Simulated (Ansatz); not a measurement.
The system is PtSe2 (Sudovikovite).

```xyz
3
Lattice="3.7240 0.0000 0.0000 -1.8620 3.2251 0.0000 0.0000 0.0000 5.0620" Properties=species:S:1:pos:R:3 pbc="T T T"
Pt    0.0000    0.0000    0.0000
Se    1.8620    1.0750    3.7965
Se    0.0000    2.1501    1.2655
```

Base run:

| Item | Value |
| --- | --- |
| Program | Ansatz 0.2.0 |
| Functional | HSE06 form with a typed share of exact exchange |
| Potentials or basis | Ansatz PAW |
| Cutoff | 420 eV (not typed: the program's choice for these potentials) |
| k mesh | 5 × 5 × 3 |
| Occupations | fermi-dirac, width 0.05 eV |
| Spin | no spin polarisation |

Its results: band gap on the k mesh 0.69 eV, indirect (least direct gap 1.84 eV); pressure -1.6 GPa; largest force 0.372 eV/Å.

**Question.** After a change of settings the same cell gave: band gap on the k mesh none (metal or under the smearing width); pressure 5.4 GPa; largest force 0.341 eV/Å. Which change was it?
A. share of exact exchange from 0.5 to 0.35
B. share of exact exchange from 0.5 to 0.1
C. share of exact exchange from 0.5 to 0.15
D. share of exact exchange from 0.5 to 0

**Answer.** B.

Caveats: some runs use coarse meshes; the PAW data sets come from PBE, with cores solved anew for the run's functional, which leaves a small shift of forces and pressure; the thresholds are loose for stress; odd divisions of the mesh miss points on the zone boundary, where band edges often lie, so the gap on the mesh can be too wide (some runs); spin-orbit coupling is left out, which moves the levels of the heavy elements (some runs).
